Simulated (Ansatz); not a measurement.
Property card for MgO

Method: DFT PBE, scalar-relativistic, plane waves, PAW in Ansatz 0.2.0.

Plane waves to 420 eV, a k mesh through Γ of 10×10×6 on the computed 2-atom cell and Gaussian smearing (0.02 eV); no spin polarisation.

The structure is relaxed at this level of theory with its symmetry kept, and needn't be the ground state of this composition.

```yaml
crystal:
  lattice:
    - [2.82886, 0.00000, 0.00000]
    - [0.00000, 2.82886, 0.00000]
    - [0.00000, 0.00000, 5.04971]
  atoms:
    - { symbol: Mg, position: [0.50000, 0.50000, 0.00000] }
    - { symbol: O, position: [0.00000, 0.00000, 0.00000] }
```

| Item | Value |
| --- | --- |
| Space group | P4/mmm (No. 123) |
| Volume per atom | 20.21 Å³ |
| Formation energy from the elements' standard states (uncorrected) | -2.285 eV/atom |
| Kohn–Sham band gap | 2.27 eV |
| Orbital (Löwdin) character of the top 1 eV of the valence band | O 2p 97 % |
| Orbital (Löwdin) character of the lowest 1 eV of the conduction band | Mg 3s 63 %, O 2s 15 %, unprojected 15 % |
| Bader charge by site (e) | Mg (1 in the cell) 1.71, O (1 in the cell) -1.71 |

The cell holds layers, chains or molecules and no dispersion correction was added, so their binding is poorly described.

Another cell of MgO relaxed alike, in P6_3/mmc, lies 250 meV/atom lower, so this cell isn't the stable form at this level.

The cell was found from a structure generator's guess, not taken from experiment. Kohn–Sham gaps at this level usually fall short of measured ones. Löwdin shares on free-atom orbitals overweight diffuse shells in the empty bands.
